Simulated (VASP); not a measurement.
# V: relaxation of cell and atoms with PBEsol+rVV10

The system is V.

```
V
1.0
    -1.51435    1.51435    1.51435
     1.51435   -1.51435    1.51435
     1.51435    1.51435   -1.51435
V
1
Cartesian
  0.0000 0.0000 0.0000
```

| Quantity | Value |
| --- | --- |
| Program | VASP 6.6.1 |
| Task | relaxation of cell and atoms |
| Functional | PBEsol |
| Dispersion | rVV10 |
| Potentials or basis | VASP PAW PBE potentials, release 64 (V_sv) |
| Cutoff | 600 eV |
| k mesh | 12 × 12 × 12 |
| Occupations | fermi-dirac, width 0.05 eV |
| Spin | collinear spin, ferromagnetic start |
| Starting moments | [2.0] μB |
| Further INCAR settings | ALGO = Fast; EDIFF = 1e-06; IBRION = 2; EDIFFG = -0.005; NSW = 40; ISIF = 3 |

- Relaxed volume: 12.90 Å³/atom
- Relaxed cell: a = 2.559 Å, b = 2.559 Å, c = 2.559 Å, α = 109.47°, β = 109.47°, γ = 109.47°
- Space group after relaxing (to 0.05 Å): Im-3m (No. 229)
- Energy gained by relaxing: 41.2 meV/atom
- Ionic steps: 4
- Pressure after relaxing: 0.0 GPa
- Band gap on the k mesh: none (metal or under the smearing width)
- Net moment: 0.00 μB per cell
- Valence electrons inside the program's atomic spheres: V 11.74

The path:
| step | energy change (eV) | largest force (eV/Å) | pressure (GPa) | volume (Å³) |
| --- | --- | --- | --- | --- |
| 1 | 0.0000 | 0.0000 | -12.63 | 13.89 |
| 2 | 0.0229 | 0.0000 | 20.24 | 11.80 |
| 3 | -0.0412 | 0.0000 | -0.24 | 12.92 |
| 4 | -0.0412 | 0.0000 | 0.03 | 12.90 |

Final structure:
```
V
1.0
    -1.47730    1.47730    1.47730
     1.47730   -1.47730    1.47730
     1.47730    1.47730   -1.47730
V
1
Direct
  0.00000 0.00000 0.00000
```

Levels at points of the mesh, in eV from the Fermi level:
Spin up:
```
           k point  band 3  band 4  band 5  band 6  band 7  band 8  band 9  band 10
(0.00, 0.00, 0.00)  -36.73  -36.73   -6.69    0.43    0.43    0.43    2.55     2.55
(0.50, 0.00, 0.00)  -37.05  -36.74   -3.33   -1.21    1.81    2.57    2.95     4.40
(0.50, 0.50, 0.50)  -37.44  -37.44   -3.21   -3.21    3.98    3.98    3.98    10.59
```
Spin down:
```csv
k point,band 2,band 3,band 4,band 5,band 6,band 7,band 8,band 9,band 10,band 11
"(0.00, 0.00, 0.00)",-36.73,-36.73,-36.73,-6.69,0.43,0.43,0.43,2.55,2.55,20.83
"(0.50, 0.00, 0.00)",-37.78,-37.05,-36.74,-3.33,-1.21,1.81,2.57,2.95,4.40,10.74
"(0.50, 0.50, 0.50)",-37.44,-37.44,-37.44,-3.21,-3.21,3.98,3.98,3.98,10.59,10.59
```

It took 78 s on 1 thread of Intel(R) Xeon(R) 6975P-C (Granite Rapids), with other jobs on the host, peak memory 0.24 GiB.

Caveat: the PAW data sets were made with another functional, which shifts forces and pressure a little.
